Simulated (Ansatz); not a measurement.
# Strain and the gap of KBr (zincblende)

KBr in the zincblende structure, relaxed with r2SCAN in Ansatz 0.2.0. It is cubic, F-43m (No. 216); conventional cell a = 7.377 Å, 50.17 Å³ an atom. K has 4 Br at 3.19 Å; Br has 4 K at 3.19 Å.

The axes x, y and z are those of this cell:
```yaml
crystal:
  lattice:
    - [0.00000, 3.68830, 3.68830]
    - [3.68830, 0.00000, 3.68830]
    - [3.68830, 3.68830, 0.00000]
  atoms:
    - { symbol: K, position: [0.00000, 0.00000, 0.00000] }
    - { symbol: Br, position: [0.25000, 0.25000, 0.25000] }
```

Unstrained: The PBE gap is indirect, 4.282 eV (k = (0, 0.229, -1/4) to Γ), below the direct gap of 4.298 eV at Γ. Least and direct gap differ so little that the kind isn't settled. With r2SCAN the valence top lies at k = (0, 0.229, -1/4) and the conduction bottom at Γ, 4.841 eV higher; the smallest vertical gap, at Γ, is 4.856 eV. Least and direct gap differ so little that the kind isn't settled. HSE06 gives an indirect gap of 5.392 eV, from k = (0, 0.229, -1/4) to Γ; the least direct gap is 5.405 eV at Γ. Least and direct gap differ so little that the kind isn't settled. Meshes: PBE 6×6×6, r2SCAN 6×6×6, HSE06 4×4×4. Strains are changes of length per length. After each strain the atoms were relaxed again with r2SCAN within the symmetry that the strain leaves, so tilts or polar shifts that break it weren't tested; points keep the names that they have in the unstrained zone. The cell comes from a prototype generator: it can be a known phase or a hypothetical one. Spin polarisation is off.

Changes of the least gap in eV (an overlap counts as a negative gap):
```tsv
strain	volume change (%)	space group	PBE	r2SCAN	HSE06	energy rise, r2SCAN (meV/atom)
epitaxial +1.22 % in the xy plane, free normal strain -2.40 %	0.0	I-4m2	-0.016	-0.016	-0.017	0.0
epitaxial -2.28 % in the plane normal to [111], free normal strain +3.21 %	-1.4	R3m	-0.030	-0.034	-0.031	1.6
biaxial -4.88 % in x and y, z held	-9.5	I-4m2	+0.141	+0.116	+0.154	17.0
```

Epitaxial +1.22 % in the xy plane, free normal strain -2.40 %. HSE06: the gap goes from 5.392 to 5.375 eV (-0.017 eV); the edges go from (0, 0.229, -1/4) → Γ to L → Γ. Stress change with r2SCAN, compression positive: xx -0.01, yy -0.01, zz -0.01 GPa.

Epitaxial -2.28 % in the plane normal to [111], free normal strain +3.21 %. HSE06: the gap goes from 5.392 to 5.361 eV (-0.031 eV); the edges go from (0, 0.229, -1/4) → Γ to L → Γ. Stress change with r2SCAN, compression positive: xx +0.11, yy +0.11, zz +0.11, xy -0.08, xz -0.08, yz -0.08 GPa.

Biaxial -4.88 % in x and y, z held. HSE06: the gap goes from 5.392 to 5.546 eV (+0.154 eV); the edges go from (0, 0.229, -1/4) → Γ to Γ–K (0.89) → Γ. Stress change with r2SCAN, compression positive: xx +1.22, yy +1.22, zz +1.31 GPa.

The runs are scalar-relativistic, without spin-orbit coupling.

Where an edge lies off the special points, it is a point of the mesh or the k point where a search put PBE's edge or least direct gap, reused for the other functionals, whose own edges may lie a little apart.

Coordinates of k points refer to the reciprocal vectors of the primitive cell of the runs.

The meshes of the hybrids are coarse, so their gaps aren't converged to the digits shown.
